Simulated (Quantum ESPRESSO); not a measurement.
**TaN under changes of volume**

One of the cells (10.776 Å³/atom); the others are scaled copies at fixed shape and fractional positions:

```
CELL_PARAMETERS angstrom
2.93800 0.00000 0.00000
-1.46900 2.54438 0.00000
0.00000 0.00000 2.88300
ATOMIC_POSITIONS crystal
Ta 0.00000 0.00000 0.50000
N 0.66667 0.33333 0.00000
```

| Quantity | Value |
| --- | --- |
| Program | Quantum ESPRESSO 7.5 |
| Functional | PBEsol |
| Potentials or basis | GBRV 1.5 PBEsol |
| Cutoff | 762 eV |
| Density cutoff | 6095 eV |
| k mesh | 10 × 10 × 9 |
| Occupations | fermi-dirac, width 0.05 eV |
| Spin | no spin polarisation |

```csv
volume (Å³/atom),energy over the lowest point (meV/atom),pressure (GPa)
10.129,?,?
10.345,8.91,10.6
10.560,0.00,2.5
10.776,1.41,-4.7
10.991,12.08,-11.3
11.207,31.06,-17.1
11.422,57.49,-22.3
```

Q: What does the run at 10.129 Å³/atom give?

A: Energy over the lowest point 29.32 meV/atom; pressure 19.6 GPa.

Worked out: A Birch-Murnaghan fit of order 3 (a polynomial in V^(-2/3)) to the other rows has its minimum at 10.64 Å³/atom with B0 = V·E''(V) = 364 GPa and B' = 4.3 at fixed shape and positions, which overstates the stiffness. It gives 29.37 meV/atom at 10.129 Å³/atom, against the run's 29.32, and -dE/dV = 19.8 GPa, against 19.6.

Energies are extrapolated to zero smearing.
